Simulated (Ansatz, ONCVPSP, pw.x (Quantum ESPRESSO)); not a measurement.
# gallium (Ga) (fcc): variants of one ONCV potential in the solid

* Element: Ga
* Generator: ONCVPSP 4.0.1.1 (patched build)
* Type: optimised norm-conserving Vanderbilt (ONCV)
* Functional: LDA (Perdew-Wang 92)
* Relativity: scalar-relativistic
* Frozen core: [Ar] 3d10
* Valence charge: 3
* Reference configuration: 4s2 4p1
* Partial waves: 4s: rc 2.00 bohr, ncon 5, nbas 10, qcut 3.1 1/bohr, 2 projectors, debl 1 Ha; 4p: rc 2.65 bohr, ncon 4, nbas 7, qcut 3.7 1/bohr, 2 projectors, debl 2 Ha; d scattering state at 0.04 Ha: rc 2.40 bohr, ncon 4, nbas 8, qcut 4.3 1/bohr, 1 projector
* Local potential: polynomial inside 1.95 bohr (lpopt 5, dvloc0 -1 Ha)
* Core correction: Teter function, fcfact 2.75, rcfact 1.1

Crystal test: fcc Ga in pw.x 7.5, no spin, 14³ k-points, Fermi–Dirac smearing 0.01 Ry, cutoffs set for each file from its atomic test. The reference is all-electron LAPW (Ansatz 0.2.0) with the same functional, mesh and smearing; V0 and B0 come from Birch–Murnaghan fits to the pressures at five volumes. Errors are pseudo minus all-electron; Δ is the rms difference of the E(V) curves that follow from these fits, minima aligned, over ±6 % about the mean V0. Mesh and smearing are coarse, so the numbers serve the comparison and aren't converged zero-temperature values; the lattice is a test structure that the element need not adopt.

All-electron: a0 = 4.093 Å (V0 = 17.15 Å³/atom), B0 = 65.0 GPa.

Base: This is a poor potential for the solid.

A dash in a converged row means that the minimum lies outside the volumes sampled.

```csv
change,cutoffs (Ry),pw.x,a0 (Å),a0 error (%),B0 error (%),Δ (meV/atom),mean pressure error (GPa)
base,155/620,converged,–,–,–,–,-4.38
"core correction polynomial model core, fcfact 0.75",155/620,converged,4.081,-0.30,+4.1,2.2,-0.60
"all radii but the core radius scaled by about 1.20 (s 2.40, p 3.18, d 2.88 bohr); local potential polynomial inside 2.34 bohr (lpopt 5, dvloc0 -1 Ha)",100/400,converged,–,–,–,–,-4.51
"core correction Teter function, fcfact 2.75, rcfact 1.92",155/620,converged,–,–,–,–,+19.09
d: qcut 5.1,155/620,converged,–,–,–,–,-4.39
p: qcut 3.8,155/620,converged,–,–,–,–,-4.38
```
